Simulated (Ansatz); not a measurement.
Here is an Ansatz 0.2.0 calculation.

Contents of run.py:

```python
import json

import ase.io
import numpy as np
from ase.calculators.calculator import CalculationFailed, Calculator
from ase.stress import full_3x3_to_voigt_6_stress
from ase.units import GPa
from ase.eos import EquationOfState

import ansatz as az

class AnsatzCalculator(Calculator):
    implemented_properties = ["energy", "free_energy", "forces", "stress", "magmom"]

    def calculate(self, atoms, properties, system_changes):
        super().calculate(atoms, properties, system_changes)
        structure = atoms.copy()
        structure.set_constraint()
        structure.set_momenta(None)
        structure.set_masses(None)
        outcome = (
            az.Crystal.from_ase(structure)
            .calculation()
            .basis(xc_grid=2)
            .kpoints(9, 9, 5)
            .functional("lda")
            .pseudopotentials(kind="paw", level="accurate")
            .hubbard(projectors="atomic")
            .hubbard("Ta", "d", u_eff=7.0)
            .scf(tolerance=2e-10)
            .occupations(method="fermi_dirac", width=0.01)
            .forces()
            .stress()
            .run(threads=2)
        )
        if not outcome.report["converged"]:
            raise CalculationFailed("SCF not converged")
        report = outcome.report
        self.results = {
            "free_energy": report["lagrangian_ev"],
            "energy": report["lagrangian_ev"],
            "forces": np.array(report["forces_ev_ang"]),
            "stress": -GPa * full_3x3_to_voigt_6_stress(report["stress_gpa"]),
            "magmom": report["magnetization_mub"],
        }

np.set_printoptions(precision=5, suppress=True, linewidth=110)
atoms = ase.io.read("TaS2.cif")
atoms.info.pop("occupancy", None)
atoms.calc = AnsatzCalculator()
cell = atoms.cell.copy()
volumes, energies = [], []
for x in (0.94, 0.96, 0.98, 1.0, 1.02, 1.04, 1.06):
    atoms.set_cell(cell * x ** (1 / 3), scale_atoms=True)
    volumes.append(atoms.get_volume() / len(atoms))
    energies.append(atoms.get_potential_energy() / len(atoms))
    print(f"x {x:.2f}  V = {volumes[-1]:.4f} A^3/atom  E = {energies[-1]:.6f} eV/atom  P = {-atoms.get_stress()[:3].mean() / GPa:.3f} GPa")
v0, e0, b0 = EquationOfState(volumes, energies, eos="birchmurnaghan").fit()
print(f"V0 = {v0:.4f} A^3/atom, E0 = {e0:.6f} eV/atom, B0 = {b0 / GPa:.2f} GPa")
```

Contents of TaS2.cif:

```cif
data_TaS2
_cell_length_a 3.35000000
_cell_length_b 3.35000000
_cell_length_c 5.86000000
_cell_angle_alpha 90.00000000
_cell_angle_beta 90.00000000
_cell_angle_gamma 120.00000000
_space_group_name_H-M_alt 'P-3m1'
_space_group_name_Hall '-P 3 2"'
_space_group_IT_number 164
loop_
_space_group_symop_operation_xyz
'x,y,z'
'-x,-y,-z'
'-y,x-y,z'
'y,-x+y,-z'
'-x+y,-x,z'
'x-y,x,-z'
'y,x,-z'
'-y,-x,z'
'x-y,-y,-z'
'-x+y,y,z'
'-x,-x+y,-z'
'x,x-y,z'
loop_
_atom_site_label
_atom_site_type_symbol
_atom_site_symmetry_multiplicity
_atom_site_Wyckoff_symbol
_atom_site_fract_x
_atom_site_fract_y
_atom_site_fract_z
_atom_site_occupancy
Ta1 Ta 1 a 0.0000000000 0.0000000000 0.0000000000 1
S1 S 2 d 0.6666666667 0.3333333333 0.7500000000 1
```

Potentials or basis: Ansatz PAW accurate.

The run is started by

```bash
$ python run.py
```

**Question.** What does it give for the equilibrium volume?

**Answer.** 18.29 Å³/atom.

**Question.** Estimate the pressure derivative of the bulk modulus.

**Answer.** 4.3.

Energy against volume, from the lowest point:
```tsv
volume (Å³/atom)	energy (meV/atom)
17.845	4.66
18.225	0.00
18.605	2.07
18.984	10.19
19.364	23.74
19.744	42.14
20.123	64.87
```

Caveat: the cell was scaled at fixed shape and fractional positions, which overstates the stiffness of a crystal with free parameters, most of all of layers and chains. The run has no spin-orbit coupling, so splittings on Ta are missing.
